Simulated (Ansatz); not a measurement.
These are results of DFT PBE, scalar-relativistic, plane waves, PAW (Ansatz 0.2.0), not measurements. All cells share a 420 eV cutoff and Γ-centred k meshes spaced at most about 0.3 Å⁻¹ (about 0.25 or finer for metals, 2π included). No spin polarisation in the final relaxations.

All energies are static (0 K, no zero-point motion). All come from trial cells, and lower structures may exist.

Question: These unrelaxed guesses for As are each relaxed within their symmetry. Order them by the energy at which they end, lowest first.
A.

```cif
data_structure
_symmetry_space_group_name_H-M 'P4_2/mnm'
_symmetry_Int_Tables_number 136
_cell_length_a 5.2103
_cell_length_b 5.2103
_cell_length_c 3.1724
_cell_angle_alpha 90.000
_cell_angle_beta 90.000
_cell_angle_gamma 90.000
_cell_volume 86.12
loop_
_atom_site_label
_atom_site_type_symbol
_atom_site_symmetry_multiplicity
_atom_site_Wyckoff_symbol
_atom_site_fract_x
_atom_site_fract_y
_atom_site_fract_z
_atom_site_occupancy
As1 As 4 f 0.79741 0.79741 0.00000 1
```

B.

```cif
data_structure
_symmetry_space_group_name_H-M 'Pm-3m'
_symmetry_Int_Tables_number 221
_cell_length_a 4.1895
_cell_length_b 4.1895
_cell_length_c 4.1895
_cell_angle_alpha 90.000
_cell_angle_beta 90.000
_cell_angle_gamma 90.000
_cell_volume 73.53
loop_
_atom_site_label
_atom_site_type_symbol
_atom_site_symmetry_multiplicity
_atom_site_Wyckoff_symbol
_atom_site_fract_x
_atom_site_fract_y
_atom_site_fract_z
_atom_site_occupancy
As1 As 3 d 0.50000 0.00000 0.00000 1
```

Answer: B (ends in Pm-3m, 0 meV/atom), A (ends in I4/mmm, 77 meV/atom).

Cells relaxed within their symmetry can be saddle points. The part of the Crystallography Open Database at hand lists As in space groups No. 64, 166; no cell shown has one of them. Some structure types and database cells were kept out of the candidates from the start, so a known form may be missing.
